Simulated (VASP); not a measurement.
# PtSe2 in VASP: settings compared

One sheet, PtSe2, is run at these levels: PBE, HSE06; tasks: work function.

All numbers are computed with VASP 6.6.1; they aren't measurements. Logs are shortened: lines on timing, memory, paths and dates and some standing lists are left out, and cuts for length are marked.

### 1 The structure

The cell holds a sheet with vacuum, 3 atoms: a = 3.706 Å, b = 3.706 Å, c = 18.620 Å, α = 90.00°, β = 90.00°, γ = 120.00°.

The cell was built by a generator and needn't be a form met in nature.

### 2 Work function, PBE

Contents of INCAR:

```
PREC = Accurate ; ENCUT = 520
EDIFF = 1E-7 ; ISMEAR = 0
SIGMA = 0.03 ; LREAL = F
LASPH = T ; NELM = 60
ALGO = Normal ; ISIF = 2
LWAVE = F ; LCHARG = T
LDIPOL = T ; IDIPOL = 3
DIPOL = 0.5 0.5 0.500 ; GGA = PE
LVHAR = T ; LVACPOTAV = T
KPAR = 4
```

Contents of KPOINTS:

```
Automatic mesh
0
Gamma
  12 12 1
```

Contents of POSCAR:

```
PtSe2                                   
1.0
    3.7060189018      0.0000000000      0.0000000000
   -1.8530094509      3.2095065196      0.0000000000
    0.0000000000      0.0000000000     18.6200000000
  Se              Pt            
     2     1
Direct
     0.3333330000000032    0.6666669999999968    0.4288470405004758
     0.6666669999999968    0.3333330000000032    0.5711529594995242
     0.0000000000000000    0.0000000000000000    0.5000000000000000
```

Potentials or basis: VASP PAW PBE potentials, release 64 (Se, Pt).

The run is started by

```console
$ cat potpaw_PBE.64/Se/POTCAR potpaw_PBE.64/Pt/POTCAR > POTCAR
$ mpirun -np 4 vasp_std > vasp.out
```

OUTCAR:

```text
PREC = Accurate
   ENCUT = 520
   EDIFF = 1E-7
   ISMEAR = 0
   LREAL = F
   LASPH = T
   NELM = 60
   ISIF = 2
   GGA = PE

 ion  position               nearest neighbor table
   1  0.333  0.667  0.429-   3 2.52   3 2.52   3 2.52
   2  0.667  0.333  0.571-   3 2.52   3 2.52   3 2.52
   3  0.000  0.000  0.500-   1 2.52   2 2.52   2 2.52   1 2.52   2 2.52   1 2.52

  LATTYP: Found a hexagonal cell.
 ALAT       =     3.7060189018
 C/A-ratio  =     5.0242593180

  Lattice vectors:

 A1 = (   3.7060189018,   0.0000000000,   0.0000000000)
 A2 = (  -1.8530094509,   3.2095065196,   0.0000000000)
 A3 = (   0.0000000000,   0.0000000000,  18.6200000000)

Analysis of symmetry for initial positions (statically):
=====================================================================
 Subroutine PRICEL returns:
 Original cell was already a primitive cell.

 Routine SETGRP: Setting up the symmetry group for a
 hexagonal supercell.

 Subroutine GETGRP returns: Found 12 space group operations
 (whereof 12 operations were pure point group operations)
 out of a pool of 24 trial point group operations.

The static configuration has the point symmetry D_3d.

Analysis of symmetry for dynamics (positions and initial velocities):
=====================================================================
 Subroutine PRICEL returns:
 Original cell was already a primitive cell.

 Routine SETGRP: Setting up the symmetry group for a
 hexagonal supercell.

 Subroutine GETGRP returns: Found 12 space group operations
 (whereof 12 operations were pure point group operations)
 out of a pool of 24 trial point group operations.

The dynamic configuration has the point symmetry D_3d.

 Subroutine INISYM returns: Found 12 space group operations
 (whereof 12 operations are pure point group operations),
 and found     1 'primitive' translations

----------------------------------------------------------------------------------------

                                     Primitive cell

  volume of cell :     221.4754

  direct lattice vectors                    reciprocal lattice vectors
     3.706018902  0.000000000  0.000000000     0.269831327  0.155787189  0.000000000
    -1.853009451  3.209506520  0.000000000     0.000000000  0.311574379  0.000000000
     0.000000000  0.000000000 18.620000000     0.000000000  0.000000000  0.053705693

  length of vectors
     3.706018902  3.706018905 18.620000000     0.311574379  0.311574379  0.053705693

  position of ions in fractional coordinates (direct lattice)
     0.333333000  0.666667000  0.428847041
     0.666667000  0.333333000  0.571152959
     0.000000000  0.000000000  0.500000000

  ion indices of the primitive-cell ions
   primitive index   ion index
                 1           1
                 2           2
                 3           3

----------------------------------------------------------------------------------------

 KPOINTS: Automatic mesh

Automatic generation of k-mesh.
 Grid dimensions read from file:
 generate k-points for:   12   12    1

 Generating k-lattice:

  Cartesian coordinates                     Fractional coordinates (reciprocal lattice)
     0.022485944  0.012982266  0.000000000     0.083333333  0.000000000  0.000000000
     0.000000000  0.025964532  0.000000000     0.000000000  0.083333333  0.000000000
     0.000000000  0.000000000  0.053705693     0.000000000  0.000000000  1.000000000

  Length of vectors
     0.025964532  0.025964532  0.053705693

  Shift w.r.t. Gamma in fractional coordinates (k-lattice)
     0.000000000  0.000000000  0.000000000

 Subroutine IBZKPT returns following result:
 ===========================================

 Found     19 irreducible k-points:

 Following reciprocal coordinates:
            Coordinates               Weight
  0.000000  0.000000  0.000000      1.000000
  0.083333  0.000000  0.000000      6.000000
  0.166667  0.000000  0.000000      6.000000
  0.250000  0.000000  0.000000      6.000000
  0.333333  0.000000  0.000000      6.000000
  0.416667  0.000000  0.000000      6.000000
[... 11 lines left out ...]
  0.333333  0.250000  0.000000     12.000000
  0.333333  0.333333  0.000000      2.000000
   k-points           NKPTS =     19   k-points in BZ     NKDIM =     19   number of bands    NBANDS=     15
   number of dos      NEDOS =    301   number of ions     NIONS =      3
   total plane-waves  NPLWV = 109760
   dimension x,y,z NGX =    28 NGY =   28 NGZ =  140
   dimension x,y,z NGXF=    56 NGYF=   56 NGZF=  280
   ions per type =               2   1
   NGX,Y,Z   is equivalent  to a cutoff of  12.56, 12.56, 12.50 a.u.
   NGXF,Y,Z  is equivalent  to a cutoff of  25.12, 25.12, 25.00 a.u.
 SYSTEM =  unknown system
   PREC   = accura    normal or accurate (medium, high low for compatibility)
   ISTART =      0    job   : 0-new  1-cont  2-samecut
   ICHARG =      2    charge: 1-file 2-atom 10-const
   ISPIN  =      1    spin polarized calculation?
   LNONCOLLINEAR =      F non collinear calculations
   LSORBIT =      F    spin-orbit coupling
   LASPH  =      T    aspherical Exc in radial PAW
   ENCUT  =  520.0 eV  38.22 Ry    6.18 a.u.   6.89  6.89 34.62*2*pi/ulx,y,z
   NELM   =     60;   NELMIN=  2; NELMDL= -5     # of ELM steps
   EDIFF  = 0.1E-06   stopping-criterion for ELM
   LREAL  =      F    real-space projection
   EDIFFG = 0.1E-05   stopping-criterion for IOM
   NSW    =      0    number of steps for IOM
   IBRION =     -1    ionic relax: 0-MD 1-quasi-New 2-CG
   NFREE  =      0    steps in history (QN), initial steepest desc. (CG)
   ISIF   =      2    stress and relaxation
   ISYM   =      2    0-nonsym 1-usesym 2-fastsym
   POTIM  = 0.5000    time-step for ionic-motion
   TEBEG  =    0.0;   TEEND  =   0.0 temperature during run
   PSTRESS=    0.0 pullay stress
   NELECT =      22.0000    total number of electrons
   NUPDOWN=      -1.0000    fix difference up-down
   EMIN   =  10.00;   EMAX   =-10.00  energy-range for DOS
   EFERMI =   0.00;   METHOD = LEGACY
   ISMEAR =     0;   SIGMA  =   0.03  broadening in eV -4-tet -1-fermi 0-gaus
   EFERMI_NEDOS =   21; number of points for ismear=-14 and -15
   IALGO  =     38    algorithm
   IMIX   =      4    mixing-type and parameters
     AMIX     =   0.40;   BMIX     =  1.00
     AMIX_MAG =   1.60;   BMIX_MAG =  1.00
  volume/ion in A,a.u.               =      73.83       498.20
  Fermi-wavevector in a.u.,A,eV,Ry     =   0.758183  1.432758  7.821187  0.574841
  Thomas-Fermi vector in A             =   1.856696
   LORBIT       =      0    0 simple, 1 ext, 2 COOP (PROOUT), +10 PAW based schemes
   GGA     = PE    functional components
   LHFCALC =     F    Hartree Fock is set to
   AEXX    =    0.0000 exact exchange contribution
   IVDW    =     0    specifies the selected vdW correction
   LEPSILON=     F    determine dielectric tensor
   LRPA    =     F    only Hartree local field effects (RPA)
 non-spin polarized calculation
 Gauss-broadening in eV      SIGMA  =   0.03
  energy-cutoff  :      520.00
  volume of cell :      221.48
 maximum number of plane-waves:      5982
 NGX is ok and might be reduce to    28
   NGX = 13   NGY = 13   NGZ = 69

 dipolmoment           0.000000      0.000000      0.000000 electrons x Angstroem

 number of electron      21.9999999 magnetization

 dipolmoment           0.000000      0.000000     -0.000000 electrons x Angstroem

 Free energy of the ion-electron system (eV)
  ---------------------------------------------------
  ext. energy  EPLUGINS =         0.00000000
  ---------------------------------------------------
  free energy    TOTEN  =       -14.28691772 eV

  energy without entropy =      -14.28691772  energy(sigma->0) =      -14.28691772

 E-fermi :  -2.4057     XC(G=0):  -3.6186

 val. band max:       -2.6010256252   @ k =   0.0833   0.0000   0.0000
 cond. band min:      -1.2330355390   @ k =   0.2500   0.0000   0.0000
 fundamental gap:      1.3679900862
 Fermi energy:        -2.4057305630

 k-point     1 :       0.0000    0.0000    0.0000
  band No.  band energies     occupation
      1     -16.6529      2.00000
      2     -14.8882      2.00000
      3      -7.7605      2.00000
      4      -7.7002      2.00000
      5      -7.7002      2.00000
      6      -5.4871      2.00000
      7      -5.4871      2.00000
      8      -3.9125      2.00000
      9      -3.2836      2.00000
     10      -2.6047      2.00000
     11      -2.6047      2.00000
     12       0.3546      0.00000
     13       0.3546      0.00000
     14       1.8972      0.00000
     15       2.6415      0.00000

 k-point     2 :       0.0833    0.0000    0.0000
  band No.  band energies     occupation
      1     -16.5777      2.00000
      2     -14.8915      2.00000
      3      -7.7200      2.00000
      4      -7.6817      2.00000
      5      -7.6554      2.00000
      6      -5.5916      2.00000
      7      -5.5415      2.00000
      8      -4.1512      2.00000
      9      -3.1521      2.00000
     10      -2.6674      2.00000
     11      -2.6010      2.00000
     12      -0.1457      0.00000
     13       0.2404      0.00000
     14       2.1529      0.00000
     15       2.7764      0.00000

 k-point     3 :       0.1667    0.0000    0.0000
  band No.  band energies     occupation
      1     -16.3618      2.00000
      2     -14.9017      2.00000
      3      -7.7432      2.00000
      4      -7.5371      2.00000
      5      -7.4672      2.00000
      6      -5.9760      2.00000
      7      -5.6520      2.00000
      8      -4.5994      2.00000
      9      -2.8967      2.00000
     10      -2.8118      2.00000
     11      -2.6726      2.00000
     12      -0.9779      0.00000
     13       0.0335      0.00000
     14       2.6875      0.00000
     15       3.0611      0.00000

 k-point     4 :       0.2500    0.0000    0.0000
  band No.  band energies     occupation
      1     -16.0362      2.00000
      2     -14.9192      2.00000
      3      -7.7487      2.00000
      4      -7.3971      2.00000
      5      -7.2198      2.00000
      6      -6.5502      2.00000
      7      -5.6984      2.00000
      8      -4.8622      2.00000
      9      -3.2295      2.00000
     10      -2.9539      2.00000
     11      -2.9110      2.00000
     12      -1.2330      0.00000
     13      -0.0602      0.00000
     14       2.9150      0.00000
     15       3.3200      0.00000
[... 217 lines left out ...]
 k-point    17 :       0.2500    0.2500    0.0000
  band No.  band energies     occupation
      1     -15.2378      2.00000
      2     -14.9657      2.00000
      3      -8.0287      2.00000
      4      -7.4611      2.00000
      5      -7.0275      2.00000
      6      -6.3473      2.00000
      7      -6.2135      2.00000
      8      -4.8252      2.00000
      9      -4.5634      2.00000
     10      -4.0356      2.00000
     11      -3.0668      2.00000
     12      -1.1245      0.00000
     13      -0.3875      0.00000
     14       3.4248      0.00000
     15       4.2576      0.00000

 k-point    18 :       0.3333    0.2500    0.0000
  band No.  band energies     occupation
      1     -15.0541      2.00000
      2     -14.9826      2.00000
      3      -8.1338      2.00000
      4      -7.4956      2.00000
      5      -7.1192      2.00000
      6      -6.1893      2.00000
      7      -6.1071      2.00000
      8      -5.0350      2.00000
      9      -4.8633      2.00000
     10      -3.8315      2.00000
     11      -3.3843      2.00000
     12      -0.9956      0.00000
     13      -0.5372      0.00000
     14       3.3280      0.00000
     15       4.8783      0.00000

 k-point    19 :       0.3333    0.3333    0.0000
  band No.  band energies     occupation
      1     -14.9874      2.00000
      2     -14.9874      2.00000
      3      -7.8911      2.00000
      4      -7.5165      2.00000
      5      -7.5165      2.00000
      6      -6.0836      2.00000
      7      -6.0836      2.00000
      8      -5.1440      2.00000
      9      -4.9153      2.00000
     10      -3.5912      2.00000
     11      -3.5911      2.00000
     12      -0.8383      0.00000
     13      -0.8383      0.00000
     14       3.4305      0.00000
     15       5.4965      0.00000

------------------------ aborting loop because EDIFF is reached ----------------------------------------

  FORCE on cell =-STRESS in cart. coord.  units (eV):
  Direction    XX          YY          ZZ          XY          YZ          ZX
  --------------------------------------------------------------------------------------
  -------------------------------------------------------------------------------------
  Total        0.9278527      0.9278527      0.1895762      0.0000000      0.0000000     -0.0000000
  in kB        6.7121868      6.7121868      1.3714151      0.0000000      0.0000000     -0.0000000
  external PRESSURE =       4.9319295 kB  Pullay stress =       0.0000000 kB

 VOLUME and BASIS-vectors are now :
 -----------------------------------------------------------------------------
  energy-cutoff  :      520.00
  volume of cell :      221.48
      direct lattice vectors                 reciprocal lattice vectors
     3.706018902  0.000000000  0.000000000     0.269831327  0.155787189  0.000000000
    -1.853009451  3.209506520  0.000000000     0.000000000  0.311574379  0.000000000
     0.000000000  0.000000000 18.620000000     0.000000000  0.000000000  0.053705693

 POSITION                                       TOTAL-FORCE (eV/Angst)
 -----------------------------------------------------------------------------------
     -0.00000      2.13967      7.98513         0.000000      0.000000     -0.076630
      1.85301      1.06983     10.63487        -0.000000      0.000000      0.076630
      0.00000      0.00000      9.31000        -0.000000      0.000000      0.000000
 -----------------------------------------------------------------------------------
    total drift:                               -0.000000      0.000000      0.000000

  FREE ENERGIE OF THE ION-ELECTRON SYSTEM (eV)
  ---------------------------------------------------
  free  energy   TOTEN  =       -14.2869177246 eV

  energy  without entropy=      -14.2869177246  energy(sigma->0) =      -14.28691772

 vacuum level on the upper side and lower side of the slab         3.048         3.048
```

Run time: 39 s. Hardware: 4 MPI ranks of Intel Xeon 6975P-C (Granite Rapids), shared host; peak memory 0.36 GiB.

Results:

| Item | Value |
| --- | --- |
| Free energy | -14.2869 eV |
| Largest force | 0.077 eV/Å |
| Band gap on the k mesh | 1.37 eV, indirect (least direct gap 1.67 eV) |
| Ionisation potential of the upper face | 5.65 eV |

Forces in eV/Å, atoms in the order of the input:
```
Se   0.000  0.000 -0.077
Se   0.000  0.000  0.077
Pt   0.000  0.000  0.000
```

Levels at points of the mesh, in eV from the valence-band top:
```
           k point  band 7  band 8  band 9  band 10  band 11  band 12  band 13  band 14  band 15
(0.00, 0.00, 0.00)   -2.89   -1.31   -0.68     0.00     0.00     2.96     2.96     4.50     5.24
(0.50, 0.00, 0.00)   -2.34   -2.32   -1.97    -1.80    -1.48     2.40     2.69     4.66     6.15
```

Caveat: spin-orbit coupling is left out, which moves the levels of the heavy elements.

(Part 1 of 2 ends here.)
